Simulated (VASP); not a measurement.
Input of a VASP 6.6.1 run:

File INCAR:

```
SYSTEM = PbS
  PREC = Accurate
  ENCUT = 520
  EDIFF = 1E-6
  ISMEAR = 0
  SIGMA = 0.1
  LREAL = .FALSE.
  LASPH = .TRUE.
  NELM = 60
  ALGO = Normal
  ISIF = 2
  LWAVE = .FALSE.
  LCHARG = .FALSE.
  GGA = PE
  NBANDS = 17
```

File KPOINTS:

```
Automatic mesh
0
G
  4 4 4
  0 0 0
```

The input POSCAR:

```
PbS
1.0
    3.6536590000      0.0000000000      0.0000000000
    0.0000000000      3.6536590000      0.0000000000
    0.0000000000      0.0000000000      3.6536590000
Pb S
1 1
Direct
    0.0000000000      0.0000000000      0.0000000000
    0.5000000000      0.5000000000      0.5000000000
```

Potentials or basis: VASP PAW PBE potentials, release 64 (Pb_d, S).

The run is started by

```bash
$ cat potpaw_PBE.64/Pb_d/POTCAR potpaw_PBE.64/S/POTCAR > POTCAR
$ mpirun -np 1 vasp_std > vasp.out
```

Question: Estimate the band gap on the k mesh.

Answer: None (metal or under the smearing width).

Question: What does it give for the pressure?

Answer: -0.6 GPa.

Caveat: the k mesh is coarse (spacing up to 0.43 Å⁻¹), so the values aren't converged. Spin-orbit coupling is left out, which matters for the levels of Pb.
